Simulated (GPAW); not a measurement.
Worked example: self-consistent single point of GeTe (R3m, 2 atoms in the cell) in GPAW

Level of theory: LDA (Perdew-Wang 92), GPAW PAW datasets LDA (gpaw-data 1.0.1) (plane waves; GPAW).

This input was run:

```python
from ase import Atoms
from ase.units import GPa
from gpaw import GPAW

atoms = Atoms(['Ge', 'Te'],
              cell=[[2.089259, 1.206234, 3.669829],
                    [-2.089259, 1.206234, 3.669829],
                    [0.000000, -2.412469, 3.669829]],
              scaled_positions=[[0.992230, 0.992230, 0.992230],
                                [0.528777, 0.528777, 0.528777]],
              pbc=True)

calc = GPAW(mode={'name': 'pw', 'ecut': 550},
            xc='LDA',
            kpts={'size': (8, 8, 8), 'gamma': True},
            occupations={'name': 'methfessel-paxton', 'width': 0.01, 'order': 0},
            nbands=-8,
            convergence={'bands': -6},
            symmetry={'symmorphic': False, 'tolerance': 0.0005},
            maxiter=100)

atoms.calc = calc

energy = atoms.get_potential_energy()
print('Energy (eV):', round(energy, 6))
forces = atoms.get_forces()
print('Forces (eV/Ang):')
print(forces.round(5))
stress = atoms.get_stress()
print('Stress (GPa, Voigt):', (stress / GPa).round(4))
```

Output, abridged:

```
Input parameters:
  convergence: {bands: -6}
  kpts: {gamma: True,
         size: (8, 8, 8)}
  maxiter: 100
  mode: {ecut: 550,
         name: pw}
  nbands: -8
  occupations: {name: methfessel-paxton,
                order: 0,
                width: 0.01}
  symmetry: {symmorphic: False,
             tolerance: 0.0005}

species:
  Ge:
    name: Germanium
    Z: 32.0
    valence: 4
    core: 28
    charge: 0.0
    file: Ge.LDA.gz

    # Using partial waves for Ge as LCAO basis

  Te:
    name: Tellurium
    Z: 52.0
    valence: 6
    core: 46
    charge: 0.0
    file: Te.LDA.gz

    # Using partial waves for Te as LCAO basis

Reference energy: -241655.313858  # eV

Spin-paired calculation

Convergence criteria:
 Maximum [total energy] change in last 3 cyles: 0.0005 eV / valence electron
 Maximum integral of absolute [dens]ity change: 0.0001 electrons / valence electron
 Maximum integral of absolute [eigenst]ate change: 4e-08 eV^2 / valence electron
 Maximum number of scf [iter]ations: 100

Symmetries present (total): 6
Symmetries with fractional translations: 0
512 k-points: 8 x 8 x 8 Monkhorst-Pack grid + [1/16,1/16,1/16]
65 k-points in the irreducible part of the Brillouin zone
       k-points in crystal coordinates                weights
   0:     0.00000000    0.00000000    0.00000000          1/512
   1:     0.12500000    0.00000000   -0.12500000          6/512
   2:     0.12500000    0.00000000    0.00000000          6/512
   [... 7 lines left out ...]
          ...
  64:     0.50000000    0.50000000    0.50000000          1/512

Wave functions: Plane wave expansion
  Cutoff energy: 550.000 eV
  Number of coefficients (min, max): 1598, 1636
  Pulay-stress correction: 0.000000 eV/Ang^3 (de/decut=0.000000)

Occupation numbers: Methfessel-Paxton:
  width: 0.0100  # eV
  order: 0

Eigensolver

Densities:
  Coarse grid: 24*24*24 grid
  Fine grid: 48*48*48 grid
  Total Charge: 0.000000

Density mixing:
  Method: separate
  Backend: pulay
  Linear mixing parameter: 0.05
  old densities: 5
  Damping of long wavelength oscillations: 50

Hamiltonian:
  XC and Coulomb potentials evaluated on a 48*48*48 grid
  External potential:
    NoExternalPotential

Number of atoms: 2
Number of atomic orbitals: 8
Number of bands in calculation: 13
Number of valence electrons: 10
Bands to converge: 7

Density initialized from atomic densities
  8 bands from LCAO basis set
  5 bands from random numbers

Atomic positions and initial magnetic moments

Positions:
   0 Ge    -0.000000   -0.000001   10.923943    ( 0.0000,  0.0000,  0.0000)
   1 Te    -0.000000   -0.000001    5.821564    ( 0.0000,  0.0000,  0.0000)

Unit cell:
           periodic     x           y           z      points  spacing
  1. axis:    yes    2.089259    1.206234    3.669829    24     0.1432
  2. axis:    yes   -2.089259    1.206234    3.669829    24     0.1432
  3. axis:    yes    0.000000   -2.412469    3.669829    24     0.1432

  Lengths:   4.391771   4.391771   4.391771
  Angles:   56.812655  56.812655  56.812655

Effective grid spacing dv^(1/3) = 0.1589

     iter     time        total  log10-change:
                         energy   eigst   dens
iter:   1 --:--:--    -9.237116   +0.12
iter:   2 --:--:--    -9.237651   -0.84  -1.25
iter:   3 --:--:--    -9.220436   -2.38  -1.27
iter:   4 --:--:--    -9.220683   -3.55  -1.66
iter:   5 --:--:--    -9.217385c  -3.73  -1.87
iter:   6 --:--:--    -9.217372c  -5.43  -2.54
iter:   7 --:--:--    -9.217304c  -5.28  -2.64
iter:   8 --:--:--    -9.217300c  -5.95  -3.12
iter:   9 --:--:--    -9.217296c  -6.45  -3.28
iter:  10 --:--:--    -9.217296c  -7.38  -3.85
iter:  11 --:--:--    -9.217296c  -8.47c -4.12c

Converged after 11 iterations.

Dipole moment: (0.000000, -0.000000, 2.649729) |e|*Ang

Energy contributions relative to reference atoms: (reference = -241655.313858)

Kinetic:        +12.537222
Potential:      -12.879366
External:        +0.000000
XC:              -8.987923
Entropy (-ST):   -0.000000
Local:           +0.112770
SIC:             +0.000000
--------------------------
Free energy:     -9.217296
Extrapolated:    -9.217296

Showing only first 2 kpts
 Kpt  Band  Eigenvalues  Occupancy
  0     3      4.04330    2.00000
  0     4      4.04330    2.00000
  0     5      8.13494    0.00000
  0     6      8.87286    0.00000

  1     3      4.11424    2.00000
  1     4      4.78137    2.00000
  1     5      7.26710    0.00000
  1     6      7.66658    0.00000

Fermi level: 5.87504

Gap: 0.531 eV
Transition (v -> c):
  (s=0, k=36, n=4, [0.38, 0.25, 0.25]) -> (s=0, k=44, n=5, [0.50, 0.00, 0.00])
Direct/indirect transitions are different
Direct gap: 0.770 eV
Transition at: (s=0, k=44, n=4, [0.50, 0.00, 0.00])
Energy (eV): -9.217296

Forces in eV/Ang:
  0 Ge    0.00000   -0.00000    0.09411
  1 Te    0.00000    0.00000   -0.10558

Stress tensor:
     0.016429    -0.000000    -0.000000
    -0.000000     0.016429     0.000000
    -0.000000     0.000000     0.018835
Stress (GPa, Voigt): [ 2.6321  2.6321  3.0177  0.     -0.     -0.    ]
```

The run converged in 11 iterations. GPAW prints stress with tension positive.

The starting cell comes from a database of computed structures (which also holds hypothetical and non-ambient phases and stackings), without a prior relaxation at this level. Its lattice was rescaled by a random factor within 2.5 % of one. Spin-orbit coupling is off.

Cost on one core of a shared machine: roughly 40 s.
